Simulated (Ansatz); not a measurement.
**WS$_{2}$ (P-6m2), comparing deformations**

Computed with DFT r2SCAN, scalar-relativistic, plane waves, PAW in Ansatz 0.2.0. Cutoff 500 eV, Γ-centred 12×12×2 k-points, Gaussian smearing of 0.05 eV. Spin–orbit coupling is left out, which can shift energies with elements as heavy as these. No spin polarisation. Energies are free energies at this smearing, counted from the undisturbed cell; pressure is positive in compression.

Reference structure (relaxed at this level; this form isn't the usual structure):

```
W S
1.0
     3.18110    0.00000    0.00000
    -1.59055    2.75491    0.00000
     0.00000    0.00000   16.95074
W S
1 2
Direct
  0.33333 0.66667 0.00000
  0.66667 0.33333 0.90802
  0.66667 0.33333 0.09198
```

The cell holds layers and no dispersion correction was added, so their binding is poorly described.

The cell is strained by ε times a Voigt pattern (xx, yy, zz, yz, xz, xy; engineering shear) with fractional coordinates fixed. τ = (1/V0) dE/dε comes from the stress tensor. Of each scan, only the three points used here are listed.

| pattern | ε | τ (GPa) |
| --- | --- | --- |
| (1, 1, 0, 0, 0, 0) | -0.0250 | -7.64 |
| (1, 1, 0, 0, 0, 0) | 0.0000 | 0.00 |
| (1, 1, 0, 0, 0, 0) | 0.0250 | 6.35 |
| (0, 0, 1, 0, 0, 0) | -0.0250 | -2.88 |
| (0, 0, 1, 0, 0, 0) | 0.0000 | 0.00 |
| (0, 0, 1, 0, 0, 0) | 0.0250 | 2.60 |
| (0, 1, 0, 0, 0, 0) | -0.0100 | -1.11 |
| (0, 1, 0, 0, 0, 0) | 0.0000 | 0.00 |
| (0, 1, 0, 0, 0, 0) | 0.0050 | 0.53 |

Task: Which constants do the scans give, and which deformation costs least for the same size of strain tensor?

Result: The slope dτ/dε at zero (parabola through three points) is pᵀCp: (1, 1, 0, 0, 0, 0) gives C11 + C22 + 2 C12 = 280 GPa; (0, 0, 1, 0, 0, 0) gives C33 = 110 GPa; (0, 1, 0, 0, 0, 0) gives C22 = 107 GPa. The size of the strain tensor, ε:ε, is ε² times 2.0, 1.0, 1.0. Per unit of it the stiffnesses are 140, 110, 107 GPa, so (0, 1, 0, 0, 0, 0) is the softest of these, level with (0, 0, 1, 0, 0, 0): at ε:ε = (1 %)² the quadratic term costs 1.66 meV/atom against 2.16 for the stiffest. These are clamped-ion values.

Forces appear on the atoms along this scan, and letting them relax would lower the energy and soften the response.